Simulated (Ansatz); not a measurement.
**N: the band gap up the ladder of functionals**

The task here is to estimate one member of a computed series from the others.

The runs shown are made with Ansatz 0.2.0. PAW datasets, plane waves. (Simulation; spin polarisation is off.)

## The cell

The cell was relaxed beforehand with r2SCAN+rVV10.

The symmetry is Pa-3 (No. 205, cubic); a = 5.473 Å in the conventional setting, 20.49 Å³ an atom. Near N stand 1 N at 1.09 Å.

Coordinates:

```cif
data_structure
_symmetry_space_group_name_H-M 'P 1'
_symmetry_Int_Tables_number 1
_cell_length_a 5.4730
_cell_length_b 5.4730
_cell_length_c 5.4730
_cell_angle_alpha 90.000
_cell_angle_beta 90.000
_cell_angle_gamma 90.000
_cell_volume 163.94
loop_
_atom_site_label
_atom_site_type_symbol
_atom_site_fract_x
_atom_site_fract_y
_atom_site_fract_z
_atom_site_occupancy
N1 N 0.05753 0.05753 0.05753 1
N2 N 0.44247 0.94247 0.55753 1
N3 N 0.55753 0.44247 0.94247 1
N4 N 0.94247 0.55753 0.44247 1
N5 N 0.94222 0.94222 0.94222 1
N6 N 0.55778 0.05778 0.44222 1
N7 N 0.44222 0.55778 0.05778 1
N8 N 0.05778 0.44222 0.55778 1
```

Set-up of the first run:

Input file input.yaml:

```yaml
crystal:
  lattice:
    - [5.4729841586, 0.0, 0.0]
    - [0.0, 5.4729841586, 0.0]
    - [0.0, 0.0, 5.4729841586]
  atoms:
    - { symbol: "N", position: [0.0575336933, 0.0575336933, 0.0575336933] }
    - { symbol: "N", position: [0.4424663067, 0.9424663067, 0.5575336933] }
    - { symbol: "N", position: [0.5575336933, 0.4424663067, 0.9424663067] }
    - { symbol: "N", position: [0.9424663067, 0.5575336933, 0.4424663067] }
    - { symbol: "N", position: [0.9422232621, 0.9422232621, 0.9422232621] }
    - { symbol: "N", position: [0.5577767379, 0.0577767379, 0.4422232621] }
    - { symbol: "N", position: [0.4422232621, 0.5577767379, 0.0577767379] }
    - { symbol: "N", position: [0.0577767379, 0.4422232621, 0.5577767379] }
kpoints:
  mp_grid: { grid: [6, 6, 6] }
  band_path:
    path:
      - [[0.0, 0.0, 0.0], [7.361321954171e-50, 0.5, -3.636275113436e-34], [0.5, 0.5, -9.735833368231e-34], [0.0, 0.0, 0.0], [0.5, 0.5, 0.5], [7.361321954171e-50, 0.5, -3.636275113436e-34]]
      - [[0.5, 0.5, 0.5], [0.5, 0.5, -9.735833368231e-34], [0.5, 9.618534171024e-34, -6.099558254796e-34]]
    npoints: 10
hamiltonian:
  xc: pbe
scf:
  occupations: { method: fermi_dirac, width: 0.02 }
  n_extra_bands: 6
output:
  forces: true
  stress: true
  eigenvalues: true
```

Run with:

```console
> ansatz run input.yaml --threads 4 --pin off --max-ram 6451MiB --backend cpu --events-out ev --progress --plain --runs-dir out
```

Among the steps run: Band structure with PBE; r2SCAN; HSE06; PBE0.

One table of the session follows, with a row left open; its other results are not shown here.

| level | gap (eV) |
| --- | --- |
| PBE | 7.34 |
| r2SCAN | ? |
| HSE06 | 9.64 |
| PBE0 | 10.45 |

Q: Estimate the row for r2SCAN from the others.

As computed: gap (eV): 8.00. In the column «gap (eV)» it lies between PBE (7.34) and HSE06 (9.64).

Meshes: PBE 6×6×6, r2SCAN 6×6×6, HSE06 4×4×4, PBE0 4×4×4

PBE reaches 76 % of the HSE06 value, and r2SCAN 83 %. PBE0 lies 0.80 eV above HSE06, which differs from it by screening the long-range exchange.

To keep in mind: Warnings in the runs' records: stress exchange threshold loose, stress scf threshold loose.
